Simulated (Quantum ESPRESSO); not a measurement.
# BaTiO3 (R3m) in Quantum ESPRESSO: reference runs, part 2 of 2

Quantum ESPRESSO 7.5.

## Step 4: Single point, PBEsol, 12.33 Å³/atom

Contents of pw.in:

```
&CONTROL
  calculation = 'scf'
  prefix = 'pwscf'
  outdir = './tmp'
  pseudo_dir = './pseudo'
  tstress = .true.
  disk_io = 'nowf'
/
&SYSTEM
  ibrav = 0
  nat = 5
  ntyp = 3
  ecutwfc = 45
  ecutrho = 360
  nbnd = 28
  occupations = 'smearing'
  smearing = 'fd'
  degauss = 0.00367493
/
&ELECTRONS
  conv_thr = 1d-09
  electron_maxstep = 120
  mixing_beta = 0.5
/
ATOMIC_SPECIES
Ba   137.3270 ba_pbesol_v1.uspp.F.UPF
Ti    47.8670 ti_pbesol_v1.4.uspp.F.UPF
O     15.9990 o_pbesol_v1.2.uspp.F.UPF
CELL_PARAMETERS angstrom
   2.7891542673    1.6103189670    2.2870600104
  -2.7891542673    1.6103189670    2.2870600104
   0.0000000000   -3.2206379340    2.2870600104
ATOMIC_POSITIONS crystal
Ba     0.0000000000    0.0000000000    0.0000000000
Ti     0.4845000000    0.4845000000    0.4845000000
O      0.5086000000    0.0175000000    0.5086000000
O      0.0175000000    0.5086000000    0.5086000000
O      0.5086000000    0.5086000000    0.0175000000
K_POINTS automatic
7 7 7 0 0 0
```

Potentials or basis: GBRV 1.5 PBEsol.

Command:

```bash
> OMP_NUM_THREADS=1 mpirun -n 2 pw.x -nk 2 -in pw.in > pw.out
```

pw.out:

```text
This program is part of the open-source Quantum ESPRESSO suite
     for quantum simulation of materials; please cite
         "P. Giannozzi et al., J. Phys.:Condens. Matter 21 395502 (2009);
         "P. Giannozzi et al., J. Phys.:Condens. Matter 29 465901 (2017);
         "P. Giannozzi et al., J. Chem. Phys. 152 154105 (2020);
     in publications or presentations arising from this work. More details at

     Message from routine setup:
     using ibrav=0 with symmetry is DISCOURAGED, use correct ibrav instead

     K-points division:     npool     =       2
     Subspace diagonalization in iterative solution of the eigenvalue problem:
     a serial algorithm will be used

     G-vector sticks info
     --------------------
     sticks:   dense  smooth     PW     G-vecs:    dense   smooth      PW
     Sum        1597     793    241                48045    16963    2783

     Using Slab Decomposition

     bravais-lattice index     =            0
     lattice parameter (alat)  =       7.4646  a.u.
     unit-cell volume          =     415.9200 (a.u.)^3
     number of atoms/cell      =            5
     number of atomic types    =            3
     number of electrons       =        40.00
     number of Kohn-Sham states=           28
     kinetic-energy cutoff     =      45.0000  Ry
     charge density cutoff     =     360.0000  Ry
     scf convergence threshold =      1.0E-09
     mixing beta               =       0.5000
     number of iterations used =            8  plain     mixing
     Exchange-correlation= SLA  PW   PSX  PSC
                           (   1   4  10   8   0   0   0)

     celldm(1)=   7.464574  celldm(2)=   0.000000  celldm(3)=   0.000000
     celldm(4)=   0.000000  celldm(5)=   0.000000  celldm(6)=   0.000000

     crystal axes: (cart. coord. in units of alat)
               a(1) = (   0.706100   0.407667   0.578990 )
               a(2) = (  -0.706100   0.407667   0.578990 )
               a(3) = (   0.000000  -0.815334   0.578990 )

     reciprocal axes: (cart. coord. in units 2 pi/alat)
               b(1) = (  0.708115  0.408830  0.575715 )
               b(2) = ( -0.708115  0.408830  0.575715 )
               b(3) = (  0.000000 -0.817660  0.575715 )

     PseudoPot. # 1 for Ba read from file:
     ba_pbesol_v1.uspp.F.UPF
     Pseudo is Ultrasoft + core correction, Zval = 10.0
     Generated by new atomic code, or converted to UPF format
     Using radial grid of  907 points,  7 beta functions with:
                l(1) =   0
                l(2) =   0
                l(3) =   1
                l(4) =   1
                l(5) =   2
                l(6) =   2
                l(7) =   3
     Q(r) pseudized with  6 coefficients,  rinner =    1.700   1.700   1.700
                                                       1.700   1.700   1.700
                                                       1.700

     PseudoPot. # 2 for Ti read from file:
     ti_pbesol_v1.4.uspp.F.UPF
     Pseudo is Ultrasoft + core correction, Zval = 12.0
     Generated by new atomic code, or converted to UPF format
     Using radial grid of  851 points,  6 beta functions with:
                l(1) =   0
                l(2) =   0
                l(3) =   1
                l(4) =   1
                l(5) =   2
                l(6) =   2
     Q(r) pseudized with  6 coefficients,  rinner =    1.000   1.000   1.000
                                                       1.000   1.000

     PseudoPot. # 3 for O  read from file:
     o_pbesol_v1.2.uspp.F.UPF
     Pseudo is Ultrasoft + core correction, Zval =  6.0
     Generated by new atomic code, or converted to UPF format
     Using radial grid of  737 points,  5 beta functions with:
                l(1) =   0
                l(2) =   0
                l(3) =   1
                l(4) =   1
                l(5) =   2
     Q(r) pseudized with  8 coefficients,  rinner =    0.900   0.900   0.900
                                                       0.900   0.900

     atomic species   valence    mass     pseudopotential
     Ba               10.00   137.32700     Ba( 1.00)
     Ti               12.00    47.86700     Ti( 1.00)
     O                 6.00    15.99900     O ( 1.00)

      6 Sym. Ops. (no inversion) found

   Cartesian axes

     site n.     atom                  positions (alat units)
         1        Ba     tau(   1) = (   0.0000000   0.0000000   0.0000000  )
         2        Ti     tau(   2) = (  -0.0000000   0.0000000   0.8415626  )
         3        O      tau(   3) = (   0.3467658  -0.2002053   0.5990814  )
         4        O      tau(   4) = (  -0.3467658  -0.2002053   0.5990814  )
         5        O      tau(   5) = (  -0.0000000   0.4004107   0.5990814  )

     number of k points=    44  Fermi-Dirac smearing, width (Ry)=  0.0037
                       cart. coord. in units 2pi/alat
        k(    1) = (   0.0000000   0.0000000   0.0000000), wk =   0.0058309
        k(    2) = (   0.0000000  -0.1168086   0.0822450), wk =   0.0349854
        k(    3) = (   0.0000000  -0.2336173   0.1644899), wk =   0.0349854
        k(    4) = (   0.0000000  -0.3504259   0.2467349), wk =   0.0349854
        k(    5) = (  -0.1011593  -0.0584043   0.1644899), wk =   0.0349854
        k(    6) = (  -0.1011593  -0.1752130   0.2467349), wk =   0.0699708
[... 36 lines left out ...]
        k(   43) = (  -0.0000000  -0.0000000   0.7402047), wk =   0.0116618
        k(   44) = (  -0.0000000   0.7008518   0.2467349), wk =   0.0349854

     Dense  grid:    48045 G-vectors     FFT dimensions: (  45,  45,  45)

     Smooth grid:    16963 G-vectors     FFT dimensions: (  32,  32,  32)

     Check: negative core charge=   -0.000007

     Initial potential from superposition of free atoms

     starting charge      38.9861, renormalised to      40.0000

     negative rho (up, down):  9.906E-02 0.000E+00
     Starting wfcs are   35 randomized atomic wfcs

     Self-consistent Calculation

     iteration #  1     ecut=    45.00 Ry     beta= 0.50
     Davidson diagonalization with overlap
     ethr =  1.00E-02,  avg # of iterations =  2.0

     negative rho (up, down):  9.348E-02 0.000E+00

     total energy              =    -286.46627536 Ry
     estimated scf accuracy    <       0.66450315 Ry

     iteration #  2     ecut=    45.00 Ry     beta= 0.50
     Davidson diagonalization with overlap
     ethr =  1.66E-03,  avg # of iterations =  2.0

     negative rho (up, down):  9.166E-02 0.000E+00

     total energy              =    -286.43205077 Ry
     estimated scf accuracy    <       1.62217948 Ry
[... 16 lines left out ...]
     total energy              =    -286.73256146 Ry
     estimated scf accuracy    <       0.01012324 Ry

     iteration #  5     ecut=    45.00 Ry     beta= 0.50
     Davidson diagonalization with overlap
     ethr =  2.53E-05,  avg # of iterations =  5.0

     negative rho (up, down):  8.786E-02 0.000E+00

     total energy              =    -286.73450024 Ry
     estimated scf accuracy    <       0.00102034 Ry

     iteration #  6     ecut=    45.00 Ry     beta= 0.50
     Davidson diagonalization with overlap
     c_bands:  1 eigenvalues not converged
     ethr =  2.55E-06,  avg # of iterations =  5.3

     negative rho (up, down):  8.773E-02 0.000E+00

     total energy              =    -286.73474645 Ry
     estimated scf accuracy    <       0.00009600 Ry

     iteration #  7     ecut=    45.00 Ry     beta= 0.50
     Davidson diagonalization with overlap
     ethr =  2.40E-07,  avg # of iterations =  1.1

     negative rho (up, down):  8.772E-02 0.000E+00

     total energy              =    -286.73475508 Ry
     estimated scf accuracy    <       0.00000350 Ry

     iteration #  8     ecut=    45.00 Ry     beta= 0.50
     Davidson diagonalization with overlap
     ethr =  8.76E-09,  avg # of iterations =  2.0
[... 6 lines left out ...]
     iteration #  9     ecut=    45.00 Ry     beta= 0.50
     Davidson diagonalization with overlap
     ethr =  4.31E-10,  avg # of iterations =  2.0

     negative rho (up, down):  8.771E-02 0.000E+00

     total energy              =    -286.73475598 Ry
     estimated scf accuracy    <       0.00000011 Ry

     iteration # 10     ecut=    45.00 Ry     beta= 0.50
     Davidson diagonalization with overlap
     ethr =  2.77E-10,  avg # of iterations =  1.1

     negative rho (up, down):  8.771E-02 0.000E+00

     End of self-consistent calculation

          k = 0.0000 0.0000 0.0000 (  2103 PWs)   bands (ev):

   -45.0078 -21.4317 -21.4317 -21.4160 -13.7455  -5.9978  -5.3272  -5.3272
     1.0469   1.0469   1.0519   8.5943   8.5955   8.5955   9.3586   9.3586
     9.6051  10.2709  10.4264  10.4264  13.2470  13.2470  13.4144  15.6415
    15.6415  15.8565  15.8565  18.4828

          k = 0.0000-0.1168 0.0822 (  2104 PWs)   bands (ev):

   -45.0076 -21.4416 -21.4312 -21.4181 -13.7173  -6.0230  -5.3188  -5.3046
     1.0823   1.0862   1.1473   8.2176   8.5187   8.5305   9.1276   9.1641
     9.4670   9.9319  10.3296  10.3570  13.2893  13.5805  13.5885  15.6435
    16.1392  16.2460  16.2693  18.9833

          k = 0.0000-0.2336 0.1645 (  2109 PWs)   bands (ev):

   -45.0072 -21.4678 -21.4300 -21.4183 -13.6526  -6.1559  -5.2998  -5.1603
     1.1649   1.1709   1.3658   7.4316   8.2609   8.2808   8.7945   8.8849
     9.1831   9.3968  10.0543  10.1268  13.3679  14.1863  14.2778  15.6350
    16.9188  17.1369  17.2931  19.4007
[... 276 lines left out ...]
   -45.0051 -21.4858 -21.4858 -21.4699 -13.4286  -5.1695  -5.0662  -5.0662
     0.2798   0.2798   0.4152   6.4471   7.0480   7.0480   8.2595   8.4160
     8.4160  10.5994  10.5994  10.6990  15.3224  15.4568  15.4568  17.8127
    17.8127  18.0836  19.2967  19.2968

          k =-0.0000 0.7009 0.2467 (  2148 PWs)   bands (ev):

   -45.0051 -21.4860 -21.4858 -21.4697 -13.4285  -5.1595  -5.0770  -5.0662
     0.2800   0.2818   0.4143   6.4262   7.0507   7.0680   8.2123   8.4136
     8.4648  10.6070  10.6135  10.6880  15.3015  15.4622  15.4636  17.7254
    17.8000  18.1713  19.2705  19.3115

     the Fermi energy is    11.8791 ev

!    total energy              =    -286.73475600 Ry
     estimated scf accuracy    <          7.0E-10 Ry
     smearing contrib. (-TS)   =      -0.00000000 Ry
     internal energy E=F+TS    =    -286.73475600 Ry

     The total energy is F=E-TS. E is the sum of the following terms:
     one-electron contribution =     -69.48005190 Ry
     hartree contribution      =      59.52256151 Ry
     xc contribution           =     -67.47511394 Ry
     ewald contribution        =    -209.30215168 Ry

     convergence has been achieved in  10 iterations

     Computing stress (Cartesian axis) and pressure

     negative rho (up, down):  8.771E-02 0.000E+00
          total   stress  (Ry/bohr**3)                   (kbar)     P=       75.24
   0.00052622  -0.00000000   0.00000000           77.41       -0.00        0.00
   0.00000000   0.00052622   0.00000000            0.00       77.41        0.00
   0.00000000   0.00000000   0.00048193            0.00        0.00       70.89

=------------------------------------------------------------------------------=
   JOB DONE.
=------------------------------------------------------------------------------=
```

Wall time 26 s (2 MPI ranks of Arm Neoverse V1, shared host); peak memory 0.46 GiB.

What came out:

```
Free energy            : -3901.2251 eV
Pressure               : 7.5 GPa
Band gap on the k mesh : 2.55 eV, indirect (least direct gap 2.82 eV)
```

Caveat: spin-orbit coupling is left out, which moves the levels of the heavy elements; an odd mesh through Γ misses points on the zone boundary, where band edges often lie.

## Step 5: Single point, PBEsol, 12.58 Å³/atom

Changes to pw.in since step 4:

```diff
@@ -29,5 +29,5 @@
 CELL_PARAMETERS angstrom
-   2.7891542673    1.6103189670    2.2870600104
-  -2.7891542673    1.6103189670    2.2870600104
-   0.0000000000   -3.2206379340    2.2870600104
+   2.8083904218    1.6214249660    2.3028333365
+  -2.8083904218    1.6214249660    2.3028333365
+   0.0000000000   -3.2428499320    2.3028333365
 ATOMIC_POSITIONS crystal
```

Command:

```bash
> OMP_NUM_THREADS=1 mpirun -n 2 pw.x -nk 2 -in pw.in > pw.out
```

Run time: 34 s. Hardware: 2 MPI ranks of Arm Neoverse V1, shared host; peak memory 0.48 GiB.

The run converged. Its results:

- Free energy: -3901.2698 eV
- Pressure: 3.4 GPa
- Band gap on the k mesh: 2.49 eV, indirect (least direct gap 2.79 eV)

Caveat: spin-orbit coupling is left out, which moves the levels of the heavy elements; an odd mesh through Γ misses points on the zone boundary, where band edges often lie.

## Step 6: Single point, PBEsol, 12.84 Å³/atom

Changes to pw.in since step 5:

```diff
@@ -29,5 +29,5 @@
 CELL_PARAMETERS angstrom
-   2.8083904218    1.6214249660    2.3028333365
-  -2.8083904218    1.6214249660    2.3028333365
-   0.0000000000   -3.2428499320    2.3028333365
+   2.8273666084    1.6323808724    2.3183934932
+  -2.8273666084    1.6323808724    2.3183934932
+   0.0000000000   -3.2647617449    2.3183934932
 ATOMIC_POSITIONS crystal
```

Potentials or basis: GBRV 1.5 PBEsol.

Command:

```bash
> OMP_NUM_THREADS=1 mpirun -n 2 pw.x -nk 2 -in pw.in > pw.out
```

Wall time 34 s (2 MPI ranks of Arm Neoverse V1, shared host); peak memory 0.48 GiB.

Results (log left out):

```yaml
Free_energy: -3901.2834 eV
Pressure: -0.2 GPa
Band_gap_on_the_k_mesh: 2.44 eV, indirect (least direct gap 2.75 eV)
```

Caveat: spin-orbit coupling is left out, which moves the levels of the heavy elements; an odd mesh through Γ misses points on the zone boundary, where band edges often lie.

## Step 7: Single point, PBEsol, 13.10 Å³/atom

Changes to pw.in since step 6:

```diff
@@ -29,5 +29,5 @@
 CELL_PARAMETERS angstrom
-   2.8273666084    1.6323808724    2.3183934932
-  -2.8273666084    1.6323808724    2.3183934932
-   0.0000000000   -3.2647617449    2.3183934932
+   2.8460914363    1.6431916568    2.3337475400
+  -2.8460914363    1.6431916568    2.3337475400
+   0.0000000000   -3.2863833137    2.3337475400
 ATOMIC_POSITIONS crystal
```

Command:

```bash
> OMP_NUM_THREADS=1 mpirun -n 2 pw.x -nk 2 -in pw.in > pw.out
```

It took 35 s on 2 MPI ranks of Arm Neoverse V1, shared host; peak memory 0.48 GiB.

The run converged. Its results:

* Free energy: -3901.2693 eV
* Pressure: -3.5 GPa
* Band gap on the k mesh: 2.39 eV, indirect (least direct gap 2.72 eV)

Caveat: spin-orbit coupling is left out, which moves the levels of the heavy elements; an odd mesh through Γ misses points on the zone boundary, where band edges often lie.

## Step 8: Single point, PBEsol, 13.35 Å³/atom

Changes to pw.in since step 7:

```diff
@@ -29,5 +29,5 @@
 CELL_PARAMETERS angstrom
-   2.8460914363    1.6431916568    2.3337475400
-  -2.8460914363    1.6431916568    2.3337475400
-   0.0000000000   -3.2863833137    2.3337475400
+   2.8645730673    1.6538620315    2.3489021694
+  -2.8645730673    1.6538620315    2.3489021694
+   0.0000000000   -3.3077240631    2.3489021694
 ATOMIC_POSITIONS crystal
```

Command:

```bash
> OMP_NUM_THREADS=1 mpirun -n 2 pw.x -nk 2 -in pw.in > pw.out
```

It took 35 s on 2 MPI ranks of Arm Neoverse V1, shared host; peak memory 0.5 GiB.

Results (log left out):

```
Free energy            : -3901.2303 eV
Pressure               : -6.4 GPa
Band gap on the k mesh : 2.34 eV, indirect (least direct gap 2.68 eV)
```

Caveat: spin-orbit coupling is left out, which moves the levels of the heavy elements; an odd mesh through Γ misses points on the zone boundary, where band edges often lie.

## Step 9: Single point, PBEsol, 13.61 Å³/atom

Changes to pw.in since step 8:

```diff
@@ -29,5 +29,5 @@
 CELL_PARAMETERS angstrom
-   2.8645730673    1.6538620315    2.3489021694
-  -2.8645730673    1.6538620315    2.3489021694
-   0.0000000000   -3.3077240631    2.3489021694
+   2.8828192476    1.6643964686    2.3638637331
+  -2.8828192476    1.6643964686    2.3638637331
+   0.0000000000   -3.3287929373    2.3638637331
 ATOMIC_POSITIONS crystal
```

Potentials or basis: GBRV 1.5 PBEsol.

Command:

```bash
> OMP_NUM_THREADS=1 mpirun -n 2 pw.x -nk 2 -in pw.in > pw.out
```

It took 36 s on 2 MPI ranks of Arm Neoverse V1, shared host; peak memory 0.5 GiB.

The run converged. Its results:

| Quantity | Value |
| --- | --- |
| Free energy | -3901.1691 eV |
| Pressure | -9.0 GPa |
| Band gap on the k mesh | 2.29 eV, indirect (least direct gap 2.65 eV) |

Caveat: spin-orbit coupling is left out, which moves the levels of the heavy elements; an odd mesh through Γ misses points on the zone boundary, where band edges often lie.

## Step 10: Equation of state, PBEsol

Potentials or basis: GBRV 1.5 PBEsol.

No new run: the results of the series are fitted here.

Results:

| Quantity | Value |
| --- | --- |
| Equilibrium volume | 12.83 Å³/atom |
| Bulk modulus at fixed shape and positions | 173 GPa |
| Pressure derivative of the bulk modulus | 4.5 |

Energy against volume, from the lowest point:
| volume (Å³/atom) | energy (meV/atom) |
| --- | --- |
| 12.070 | 27.52 |
| 12.327 | 11.67 |
| 12.583 | 2.73 |
| 12.840 | 0.00 |
| 13.097 | 2.82 |
| 13.354 | 10.62 |
| 13.611 | 22.87 |

Caveat: the cell was scaled at fixed shape and fractional positions, which overstates the stiffness of a crystal with free parameters, most of all of layers and chains. Spin-orbit coupling is left out, which matters for the levels of Ba.
